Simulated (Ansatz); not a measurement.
Runs of Ansatz 0.2.0 on InSe. Symmetry: C2/m, No. 12, monoclinic system. Conventional cell: a = 11.653 Å, b = 4.109 Å, c = 5.073 Å, α = 90.00°, β = 109.86°, γ = 90.00°. In (site symmetry m) is surrounded by 3 Se at 2.68 to 2.69 Å and 1 In at 2.80 Å. Se (site symmetry m) is surrounded by 3 In at 2.68 to 2.69 Å. The cell comes from a database or a generator and needn't be the stable form of this composition.

| level | gap on the mesh (eV) | pressure (GPa) | relaxed volume (Å³/atom) |
| --- | --- | --- | --- |
| revPBE+D3(BJ) | (c) | 0.0 | 25.14 |
| revPBE+D4 | 0.58 | 0.0 | (b) |
| PBE+D4 | (a) | 0.0 | 25.87 |
| PBE+D3(BJ) | 0.66 | 0.0 | 25.91 |

Alike in all rows: task relaxation of cell and atoms; potentials or basis Ansatz PAW; no spin polarisation; cell relaxed; k mesh 7 × 7 × 6; cutoff (eV) 420; smearing fermi-dirac 0.05 eV.

Estimate the missing entries.

(a) 0.65; (b) 25.55; (c) 0.47.

Caveats: odd divisions of the mesh miss points on the zone boundary, where band edges often lie, so the gap on the mesh can be too wide; the plane-wave basis is chosen anew once the cell has moved, so the energies of steps on either side of that aren't comparable; spin-orbit coupling is left out, which moves the levels of the heavy elements; the PAW data sets come from PBE, with cores solved anew for the run's functional, which leaves a small shift of forces and pressure (some runs).

A k mesh can miss the band edges, and the runs leave out spin-orbit coupling on In, Se.
